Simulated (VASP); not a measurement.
A run of VASP 6.6.1 is set up as follows.

Contents of INCAR:

```
SYSTEM = C
  AGGAC = 1.0
  AGGAX = 1.0
  ALDAC = 0.0
  ALDAX = 1.0
  ALGO = Normal
  EDIFF = 1E-6
  ENCUT = 520
  GGA = B5
  ISIF = 2
  ISMEAR = -1
  LASPH = .TRUE.
  LCHARG = .FALSE.
  LREAL = .FALSE.
  LWAVE = .FALSE.
  NBANDS = 26
  NELM = 100
  PREC = Accurate
  SIGMA = 0.05
```

Contents of KPOINTS:

```
k-points
0
G
  12 12 4
  0 0 0
```

POSCAR

```
C
1.0
    2.5552893324      0.0000000000      0.0000000000
   -1.2776446662      2.2129454759      0.0000000000
    0.0000000000      0.0000000000      8.3454953252
C
8
Direct
    0.6666666667      0.3333333333      0.8437500000
    0.3333333333      0.6666666667      0.3437500000
    0.6666666667      0.3333333333      0.6562500000
    0.3333333333      0.6666666667      0.1562500000
    0.0000000000      0.0000000000      0.9062500000
    0.0000000000      0.0000000000      0.4062500000
    0.0000000000      0.0000000000      0.5937500000
    0.0000000000      0.0000000000      0.0937500000
```

Potentials or basis: VASP PAW PBE potentials, release 64 (C).

Command:

```bash
$ cat potpaw_PBE.64/C/POTCAR > POTCAR
$ mpirun -np 1 vasp_std > vasp.out
```

Estimate the band gap on the k mesh.

4.64 eV, indirect (least direct gap 5.26 eV).

Predict the pressure.

-4.3 GPa.

Estimate the largest force.

0.316 eV/Å.

Stress tensor (GPa, compression positive):
```
-7.99  0.00  0.00
 0.00 -7.99  0.00
 0.00  0.00  3.19
```

Caveat: the PAW data sets were made with another functional, which shifts forces and pressure a little. Expect the measured gap to be larger: semilocal functionals such as BLYP lack the derivative discontinuity.
